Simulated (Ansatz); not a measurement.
The system is Ga.

```xyz
1
Lattice="-1.3844 1.3844 2.3112 1.3844 -1.3844 2.3112 1.3844 1.3844 -2.3112" Properties=species:S:1:pos:R:3 pbc="T T T"
Ga    0.0000    0.0000    0.0000
```

This isn't the form of Ga at room conditions, which is orthorhombic.

Base run:

| Item | Value |
| --- | --- |
| Program | Ansatz 0.2.0 |
| Functional | PBE |
| Potentials or basis | all-electron LAPW, scalar-relativistic |
| Cutoff | 208 eV (chosen from the basis error) |
| Basis error allowed | 0.003 eV/atom |
| k mesh | 9 × 9 × 9 |
| Occupations | fermi-dirac, width 0.02 eV |
| Spin | no spin polarisation |

Its results: band gap on the k mesh none (metal or under the smearing width); pressure 3.9 GPa.

Problem. The run is repeated on the same cell with these changes: k mesh from 9 × 9 × 9 to 5 × 5 × 5; occupations from fermi-dirac, width 0.02 eV to fermi-dirac, width 0.04 eV. What comes out?

Solution. Band gap on the k mesh none (metal or under the smearing width); pressure 5.1 GPa.

Caveats: some runs use coarse meshes; the k mesh is thin for a metal, which can move the energy by tens of meV per atom (some runs).
